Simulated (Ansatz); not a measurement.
# WC (F-43m) in Ansatz: further runs

Runs on WC. Level: B3LYP. Tasks: single point, relaxation of cell and atoms.

Program: Ansatz 0.2.0. These are calculated values, not measurements. Logs are shortened: lines on timing, memory, paths and dates and some standing lists are left out, and cuts for length are marked.

### Step 1. Starting point

It takes space group F-43m (No. 216, cubic). The conventional cell has a = 4.604 Å, b = 4.604 Å, c = 4.604 Å, α = 90.00°, β = 90.00°, γ = 90.00°. W (site symmetry -43m) is surrounded by 4 C at 1.99 Å. C (site symmetry -43m) has 4 W at 1.99 Å as nearest neighbours.

The cell was built by a generator and needn't be a form met in nature.

### Step 2. Single point, B3LYP

input reads:

```
crystal:
  lattice:
    - [0.0, 2.3021091, 2.3021091]
    - [2.3021091, 0.0, 2.3021091]
    - [2.3021091, 2.3021091, 0.0]
  atoms:
    - { symbol: W, position: [0.0, 0.0, 0.0] }
    - { symbol: C, position: [0.75, 0.75, 0.75] }
hamiltonian:
  xc: b3lyp
  pseudopotentials: { kind: paw }
kpoints:
  mp_grid: { grid: [5, 5, 5] }
scf:
  occupations: { method: fermi_dirac, width: 0.05 }
output:
  forces: true
  stress: true
  eigenvalues: true
```

Potentials or basis: Ansatz PAW.

The log of the run:

```text
Warning: output.stress: scf.convergence.dr2_threshold = 1e-7 eV (the SCF's general default) is looser than the 2e-10 eV advised for a printed stress (1e-10 eV for each atom of the cell: 2). What an SCF threshold leaves in a stress goes as its square root, and in the free energy as the threshold itself, and one threshold admits the most on a small cell: of the crystals measured, under no hybrid functional and no lock of the moments, on runs that ended without the residual-converged pass, on stresses that held no estimate of that error, the worst erred by over 100 MPa in a component at 1e-7 eV an atom and by under 5 at 1e-10. Set scf.convergence.dr2_threshold to 2e-10 eV or tighter. The threshold is an SCF's pass mark: one that does not reach it within its budget of iterations ends unconverged, or closes short of it on a stop that the run arms, and scf.convergence.dr2_threshold's page says what that costs each kind of run
Warning: output.stress: scf.exx.energy_threshold = 1e-6 eV is looser than the 2e-8 eV advised for a stress under a hybrid functional (1e-8 eV for each atom of the cell: 2). Every SCF of the exchange loop can meet its threshold on dr2 while the loop round them stops early: no threshold on dr2 bounds what that leaves in the stress. Set scf.exx.energy_threshold to 2e-8 eV or tighter. The threshold is the loop's pass mark: a loop that does not reach it within its budget of cycles ends unconverged, and scf.exx.energy_threshold's page has the law
GPUs: using 1 of 1 available (devices: 1).
Engine: ansatz 0.2.0, x86_64-unknown-linux-gnu
Pseudopotentials: kind: paw
Pseudopotential: W, paw, valence charge 14, recommended cutoff 420 eV (normal), W.paw.azcp
Pseudopotential: C, paw, valence charge 4, recommended cutoff 420 eV (normal), C.paw.azcp
Functional definition: B3LYP
  parameter a0 = 0.2
  parameter ax = 0.72
  parameter ac = 0.81
  exchange = (1 - a0 - ax)*slater_x + ax*b88_x + a0*exact_x
  correlation = (1 - ac)*vwn_rpa_c + ac*lyp_c
device memory: the entry about to start is reckoned to put 0.4 GiB on a device that reports 57.2 GiB free (of which the cap on the GPU budget leaves the run 18.0 GiB)
GPU FFT provider: cuFFT
GPU libraries: cuBLAS 13.8.2, cuFFT 12.4.0, cuSOLVER 12.3.4
Crystal: 2 atoms, lattice volume = 24.401 Å³
Basis set: ecut = 420 eV, 531 PW (Γ), exchange–correlation on 48×48×48 points (8 copies of the dense FFT grid, shifted against one another)
Bands: 13, of which v1, the nominal top of the filled ones, is band 9 counted from 1 (8 counted from 0)
Symmetry: 24 space group operations
Space group: F-43m (ITA 216), of the structure as read, at distance tolerance 2.9e-5 Å
k-points: 10 of 125 (time reversal used)
Non-local potential: W, projectors of the file, l = 0: 3, l = 1: 2, l = 2: 2, l = 3: 1
Non-local potential: C, projectors of the file, l = 0: 2, l = 1: 2, l = 2: 1
PAW form: soft (Blöchl's): semilocal exchange-correlation on the pseudo side does not see the compensation charge
PAW frozen core: W, regenerated for the run's functional, and the local potential with it (the file was generated under x = pbe(κ = 0.804, μ = 0.2195149727645171), c = pbe(β = 0.06672455060314922))
PAW frozen core: C, regenerated for the run's functional, and the local potential with it (the file was generated under x = pbe(κ = 0.804, μ = 0.2195149727645171), c = pbe(β = 0.06672455060314922))
[... 45 lines left out ...]
Exchange kernel: α = 0.2000, full range, Wigner–Seitz truncation, v(0) = 7291.0590 eV·Å³, q-mesh 5×5×5, nearest image of the exchange supercell L = 16.28 Å, pair-density grid 15×15×15, without the augmentation charges, whose exchange is taken in its separable form by FFT convolution over the k-point mesh (sized by the pseudopotential files, 18×18×18 at the most), smooth part of the exact exchange by density-matrix convolution in up to 953.3 MiB of GPU memory as planned if the GPU has room (build and FFT work areas not counted)
Frozen-core exchange: fock
SCF iter   1: F=—  HF=-10648.170178 eV  |F-HF|=—  |Δ(HF+E_count)|=         —  Δρ=7.61e-5  dr2=4.32e-6  ethr=1.35e-7  ⟨swp⟩=3.3  Hψ=337  notcnv=0
preconditioner: auto → none  [insulator: Δε(μ)=0.707 eV  Ē_g=11.227 eV  σ=0.050 eV  W_gap=0.50  n_scr=8 (ndim 8)  ℏωp=23.8 eV  f_vac=0.000  D(μ)=0.16/eV (n_scr^D=0)]
SCF iter   2: F=—  HF=-10648.170178 eV  |F-HF|=—  |Δ(HF+E_count)|=   4.23e-7  Δρ=1.52e-5  dr2=3.33e-6  ethr=6.29e-9  ⟨swp⟩=3.0  Hψ=261  notcnv=0
SCF iter   3: F=—  HF=-10648.170246 eV  |F-HF|=—  |Δ(HF+E_count)|=   6.81e-5  Δρ=5.59e-5  dr2=9.80e-7  ethr=7.60e-11  ⟨swp⟩=4.3  Hψ=404  notcnv=0
SCF iter   4: F=—  HF=-10648.170246 eV  |F-HF|=—  |Δ(HF+E_count)|=   2.77e-7  Δρ=2.33e-6  dr2=3.40e-8  ethr=7.60e-11  ⟨swp⟩=4.0  Hψ=370  notcnv=0
SCF iter   5: F=—  HF=-10648.170246 eV  |F-HF|=—  |Δ(HF+E_count)|=   2.27e-7  Δρ=7.20e-6  dr2=1.50e-8  ethr=1.88e-12  ⟨swp⟩=4.4  Hψ=425  notcnv=0
SCF iter   6: F=-10648.170246 eV  HF=-10648.170246 eV  |F-HF|=1.82e-12  |Δ(HF+E_count)|=   4.04e-9  Δρ=1.37e-7  dr2=9.04e-10  ethr=1.88e-12  ⟨swp⟩=4.0  Hψ=345  notcnv=0
SCF 3 converged in 6 iterations: F = -10648.170246 eV  dr2 = 9.04e-10
  Residual-converged pass: ⟨swp⟩=2.0  Hψ=152  notcnv=0  max |occ|·‖R‖ = 2.4e-6 eV (tolerance 2.4e-6 eV)  dr2=9.04e-10  dr2_onsite=7.34e-14  max |Δocc| = 3.6e-14
hybrid outer 2: dexx = +1.445e-7 eV, tail = 3.67e-9 eV, Δε = 1.30e-3 eV (about 3.55e-5 eV left of the loop's levels)
hybrid SCF converged: 2 outer / 16 inner (+6 warm-up), last move |dexx| = 1.44e-7 eV, tail = 3.67e-9 eV
Stability not checked: this state was not tested for a lower state beside it, because the functional holds exact exchange (a hybrid, or Hartree-Fock), whose exchange loop this test does not read (fock_operator; see scf.lower_state_search)
Free energy (F): -10648.170246 eV
Frozen-core exchange: fock
Harris-Foulkes:  -10648.170246 eV  (|F-HF|=1.82e-12)
Internal energy: -10648.169070 eV  (E = F + TS)
E sigma→0 (E₀):  -10648.169658 eV
Entropy (-TS):   -0.001176 eV (-0.588 meV/atom)
Fermi energy:    17.855197 eV
--- Per-component energies (eV) ---
  E_band       = -150.391949
  E_kinetic    = 542.840112
  E_local      = -872.968448  (includes V_loc(G=0)·N_el)
  E_nonlocal   = 30.363730
  E_hartree    = 304.827315
  E_xc         = -256.584321
  E_vxc        = -241.595542  (∫ρ·V_xc dr)
  E_exx        = -45.488239  (= α·E_x^exact, valence–valence)
  E_paw        = -8688.557053  (= ΣΔE_a)
  E_vpaw       = -127.709870  (= ΣTr[D̂ρ^β])
  E_aug_tail   = -0.000037  (compensation charges beyond the density's cutoff)
  E_ewald      = -1660.396203
  E_core_change = -2.205926  (= ΣΔE_core)
  E_smearing   = -0.001176  (= −TS)
  E_closure    = 0.000000  (closes the sum)
  Σ components = -10648.170246   (vs F -10648.170246, Δ=0.00e0)
--- Forces (eV/Å), atoms counted from 1 ---
  atom   1  W     -0.00000000     0.00000000    -0.00000000
  atom   2  C      0.00000000    -0.00000000     0.00000000
  max |Σ_I F_I| component: 1.85e-16 eV/Å
--- Stress (GPa, compression-positive) ---
       20.554825      -0.000000      -0.000000
        0.000000      20.554825      -0.000000
       -0.000000      -0.000000      20.554825
  P = ⅓ Tr σ = 20.5548 GPa (205.548 kbar)
--- Band table (eV; the first three rows and the last of 10) ---
  k-point 0: bands = ["-60.3550", "-23.3814", "-23.3814", "-23.3814", "2.0994", "10.8842", "10.8842", "10.8842", "17.8542", "17.8542", "21.6499", "26.8342", "26.8342"]
  k-point 1: bands = ["-60.3461", "-23.5416", "-23.4029", "-23.4029", "2.8885", "10.4699", "11.2925", "11.2925", "17.4861", "17.4861", "22.9724", "26.0494", "27.1149"]
  k-point 2: bands = ["-60.3328", "-23.7983", "-23.4400", "-23.4400", "4.0582", "10.9464", "11.7013", "11.7013", "18.8935", "18.8935", "20.6000", "24.8425", "24.8425"]
  k-point 9: bands = ["-60.3244", "-23.7390", "-23.6232", "-23.5244", "4.9232", "10.4880", "11.9168", "13.9377", "15.6243", "18.6305", "20.7253", "23.0542", "25.0590"]
```

Wall time 16 s (1 × NVIDIA H100 80GB HBM3 with 2 threads of AMD EPYC 7R13 (Zen 3), shared host); peak memory 1.5 GiB.

Results:

- Free energy: -10648.1702 eV
- Pressure: 20.6 GPa
- Band gap on the k mesh: none (metal or under the smearing width)

Caveat: the k mesh is coarse (spacing up to 0.47 Å⁻¹), so the values aren't converged, least of all with exact exchange; so large a pressure means that the cell lies far from this level's equilibrium, or that cutoff or potentials fall short; the PAW data sets come from PBE, with cores solved anew for the run's functional, which leaves a small shift of forces and pressure; the thresholds are loose for stress. Spin-orbit coupling is left out, which matters for the levels of W.

### Step 3. Relaxation of cell and atoms, B3LYP

input, as its differences from that of step 2:

```diff
@@ -19 +19,5 @@
   eigenvalues: true
+relax:
+  f_tol: 0.01
+  max_steps: 40
+  cell: { stress_tol: 0.05 }
```

Potentials or basis: Ansatz PAW.

It took 82 s on 1 × NVIDIA H100 80GB HBM3 with 2 threads of AMD EPYC 7R13 (Zen 3), shared host; peak memory 1.6 GiB.

Results (log left out):

```yaml
Free_energy: -10648.2734 eV
Relaxed_volume: 13.05 Å³/atom
Relaxed_cell: a = 3.330 Å, b = 3.330 Å, c = 3.330 Å, α = 60.00°, β = 60.00°, γ = 60.00°
Space_group_after_relaxing_to_0.05_Å: F-43m (No. 216)
Energy_gained_by_relaxing: 51.6 meV/atom
Ionic_steps: 7
Pressure_after_relaxing: 0.0 GPa
Band_gap_on_the_k_mesh: none (metal or under the smearing width)
```

The path:
```csv
step,energy change (eV),largest force (eV/Å),volume (Å³)
1,0.0000,0.0000,24.40
2,-0.0968,0.0000,26.35
3,-0.0995,0.0000,26.11
4,-0.0995,0.0000,26.08
5,-0.1032,0.0000,26.08
6,-0.1032,0.0000,26.10
7,-0.1032,0.0000,26.10
```

Final structure:
```
W C
1.0
     0.00000    2.35437    2.35437
     2.35437    0.00000    2.35437
     2.35437    2.35437    0.00000
W C
1 1
Direct
  0.00000 0.00000 0.00000
  0.75000 0.75000 0.75000
```

Levels at points of the mesh, in eV from the Fermi level:
| k point | band 5 | band 6 | band 7 | band 8 | band 9 | band 10 | band 11 | band 12 | band 13 |
| --- | --- | --- | --- | --- | --- | --- | --- | --- | --- |
| (0.00, 0.00, 0.00) | -15.27 | -6.53 | -6.53 | -6.53 | 0.00 | 0.00 | 3.59 | 8.58 | 8.58 |

Caveat: the k mesh is coarse (spacing up to 0.47 Å⁻¹), so the values aren't converged, least of all with exact exchange; the plane-wave basis is chosen anew once the cell has moved, so the energies of steps on either side of that aren't comparable; the PAW data sets come from PBE, with cores solved anew for the run's functional, which leaves a small shift of forces and pressure. Spin-orbit coupling is left out, which matters for the levels of W.
